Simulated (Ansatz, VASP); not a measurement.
This is a calculation of Sb for Ansatz 0.2.0.

Contents of input.yaml:

```yaml
crystal:
  lattice:
    - [3.2219765189, 0.0, 0.0]
    - [0.0, 3.2219765189, 0.0]
    - [0.0, 0.0, 3.2219765189]
  atoms:
    - { symbol: Sb, position: [0.0, 0.0, 0.0] }
kpoints:
  mp_grid: { grid: [8, 8, 8] }
scf:
  occupations: { method: fermi_dirac, width: 0.05 }
hamiltonian:
  xc: lda
  pseudopotentials: { kind: all_electron, lapw: { basis_error: 0.001 } }
output:
  forces: true
  stress: true
  eigenvalues: true
```

Potentials or basis: all-electron LAPW, scalar-relativistic.

Run with:

```bash
$ ansatz run input.yaml --threads 1 --pin off --max-ram 3072MiB --backend cpu --events-out ev --progress --plain --runs-dir out
```

**Question.** Set up the same calculation for VASP 6.6.1. Potentials there: VASP PAW LDA potentials, release 64 (Sb).

**Answer.** As run (the cutoff follows the program's own potentials):

INCAR

```
PREC = Accurate
ENCUT = 520
EDIFF = 1E-6
ISMEAR = -1
SIGMA = 0.05
LREAL = F
LASPH = T
NELM = 60
ALGO = Normal
ISIF = 2
LWAVE = F
LCHARG = F
GGA = CA
NBANDS = 8
```

Contents of KPOINTS:

```
Automatic mesh
0
Gamma
  8 8 8
```

POSCAR

```
Sb
1.0
    3.2219765189      0.0000000000      0.0000000000
    0.0000000000      3.2219765189      0.0000000000
    0.0000000000      0.0000000000      3.2219765189
Sb
1
Direct
    0.0000000000      0.0000000000      0.0000000000
```

Potentials or basis: VASP PAW LDA potentials, release 64 (Sb).

Run with:

```bash
$ cat potpaw_LDA.64/Sb/POTCAR > POTCAR
$ mpirun -np 1 vasp_std > vasp.out
```

Both were run:

|  | VASP | Ansatz | Ansatz less VASP |
| --- | --- | --- | --- |
| gap on the k mesh at the Fermi level (eV) | none | none | - |
| pressure (GPa) | -7.6 | -7.6 | -0.02 |

A gap of «none» marks a metal or a gap that the smearing closes. Ansatz ran all-electron here, so the differences hold the error of VASP's frozen core and of both bases.

The runs have no spin-orbit coupling, so splittings on Sb are missing.
